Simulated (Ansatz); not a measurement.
Input of an Ansatz 0.2.0 run:

run.py

```python
import json

import ase.io
import numpy as np
from ase.calculators.calculator import CalculationFailed, Calculator
from ase.stress import full_3x3_to_voigt_6_stress
from ase.units import GPa
from ase.vibrations import Vibrations

import ansatz as az

class AnsatzCalculator(Calculator):
    implemented_properties = ["energy", "free_energy", "forces", "stress", "magmom"]

    def calculate(self, atoms, properties, system_changes):
        super().calculate(atoms, properties, system_changes)
        structure = atoms.copy()
        structure.set_constraint()
        structure.set_momenta(None)
        structure.set_masses(None)
        outcome = (
            az.Crystal.from_ase(structure)
            .calculation()
            .basis(xc_grid=2)
            .kpoints(6, 6, 6)
            .functional("lda")
            .pseudopotentials(kind="paw", source="jth", xc_functional="pbe")
            .scf(tolerance=2e-10)
            .mixing(algorithm="broyden", beta=0.1)
            .occupations(method="fermi_dirac", width=0.05)
            .forces()
            .stress()
            .run(threads=2)
        )
        if not outcome.report["converged"]:
            raise CalculationFailed("SCF not converged")
        report = outcome.report
        self.results = {
            "free_energy": report["lagrangian_ev"],
            "energy": report["lagrangian_ev"],
            "forces": np.array(report["forces_ev_ang"]),
            "stress": -GPa * full_3x3_to_voigt_6_stress(report["stress_gpa"]),
            "magmom": report["magnetization_mub"],
        }

np.set_printoptions(precision=5, suppress=True, linewidth=110)
atoms = ase.io.read("ZrS.cif")
atoms.info.pop("occupancy", None)
atoms.calc = AnsatzCalculator()
vib = Vibrations(atoms, delta=0.02)
vib.run()
vib.summary()
f = vib.get_frequencies()
json.dump({"q": [[0, 0, 0]], "cm": [(f.real - f.imag).tolist()]}, open("results.json", "w"))
```

File ZrS.cif:

```cif
data_ZrS
_cell_length_a 3.71231060
_cell_length_b 3.71231060
_cell_length_c 3.71231060
_cell_angle_alpha 60.00000000
_cell_angle_beta 60.00000000
_cell_angle_gamma 60.00000000
_space_group_name_H-M_alt 'P1'
_space_group_name_Hall 'P 1'
_space_group_IT_number 1
loop_
_space_group_symop_operation_xyz
'x,y,z'
loop_
_atom_site_label
_atom_site_type_symbol
_atom_site_symmetry_multiplicity
_atom_site_Wyckoff_symbol
_atom_site_fract_x
_atom_site_fract_y
_atom_site_fract_z
_atom_site_occupancy
Zr1 Zr 1 a 0.0000000000 0.0000000000 0.0000000000 1
S1 S 1 a 0.5000000000 0.5000000000 0.5000000000 1
```

Potentials or basis: JTH PAW.

Command:

```sh
$ python run.py
```

Q: Predict the highest phonon frequency at Γ, LO-TO splitting left out.

A: 162 cm⁻¹.

Q: What does it give for the pressure?

A: -8.8 GPa.

Phonon frequencies in cm⁻¹ (negative: imaginary):
```
              q point        frequencies
(0.000, 0.000, 0.000)  0 0 0 159 162 162
```

Caveat: the cell is more than 3 GPa from zero pressure, which shifts response properties.
